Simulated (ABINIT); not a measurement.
Input of an ABINIT 10.8.3 (patched build) run:

File run.abi:

```
# Pseudopotentials
pp_dirpath "./"
pseudos "Mo.upf, S.upf"

# Structure
acell 3.2274645616 3.2274645615 6.31247342 Angstrom
rprim
     1.0000000000     0.0000000000     0.0000000000
    -0.5000000000     0.8660254038     0.0000000000
     0.0000000000     0.0000000000     1.0000000000
ntypat 2
znucl 42 16
natom 3
typat 1 2 2
xred
     0.0000000000     0.0000000000     0.5000000000
     0.6666666667     0.3333333333     0.7446806800
     0.3333333333     0.6666666667     0.2553193200

# Plane-wave basis
ecut 952.398519 eV

# k points
kptopt 1
ngkpt 7 7 3
nshiftk 1
shiftk 0.0 0.0 0.0

# Exchange and correlation
ixc 7

# Bands and occupations
nband 17
occopt 3
tsmear 0.05 eV

# SCF cycle
nstep 100
tolvrs 1.0e-10

# Output
iomode 3
prtwf 0
prtden 0
prteig 0
prtebands 0
enunit 1
prtvol 2
```

Potentials or basis: PseudoDojo NC SR LDA v0.4.1 standard.

Command:

```bash
$ mpirun --bind-to none -np 4 abinit run.abi > log 2>&1
```

Q: What does it give for the largest force?

A: 0.168 eV/Å.

Q: What does it give for the band gap on the k mesh?

A: None (metal or under the smearing width).

Q: Estimate the pressure.

A: -5.9 GPa.

Stress tensor (GPa, compression positive):
```
-6.92  0.00  0.00
 0.00 -6.92  0.00
 0.00  0.00 -3.96
```
